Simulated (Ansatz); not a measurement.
The elements of this relaxed trial crystal are hidden behind letters.

```
lattice vectors (Å)
   4.1967    0.0000    0.0000
  -2.0983    3.6344    0.0000
   0.0000    0.0000    6.8279
fractional positions
X 0.3333 0.6667 0.6743
X 0.6667 0.3333 0.1743
Z 0.6667 0.3333 0.7977
Z 0.3333 0.6667 0.2977
```

Method: DFT PBE, scalar-relativistic, plane waves, PAW in Ansatz 0.2.0. Cutoff 420 eV, Γ-centred 8×8×4 mesh (4-atom cell), Gaussian smearing of 0.02 eV, no spin polarisation.

| Property | Result |
| --- | --- |
| Space group | P6_3mc (No. 186) |
| Conventional cell | a = 4.197 Å, c = 6.828 Å |
| Volume per atom | 26.04 Å³ |
| Density | 4.61 g/cm³ |
| Formation energy | −0.660 eV/atom |
| Gap on the 8×8×4 mesh of the 4-atom cell | 1.11 eV |

Energies are uncorrected and count from the elements' standard states at the same level.

Task: X is a d-block element of period 5 and Z is a p-block element of period 3. Which elements are they?

Result: X = Cd, Z = S, so the formula is CdS, here in the wurtzite type. Density times volume gives a mean mass of 4.61 × 26.04/1.6605 = 72.3 u per atom, and this set has 72.2 u. Among the elements that the hints allow, noble gases aside, only these give it. Cd has 4 S at 2.57 Å; around S lie 4 Cd at 2.57 Å.

Kohn–Sham gaps at this level usually fall short of measured ones. A later test with randomly moved atoms came back to the same energy, though modes that don't fit the test's cell weren't probed.
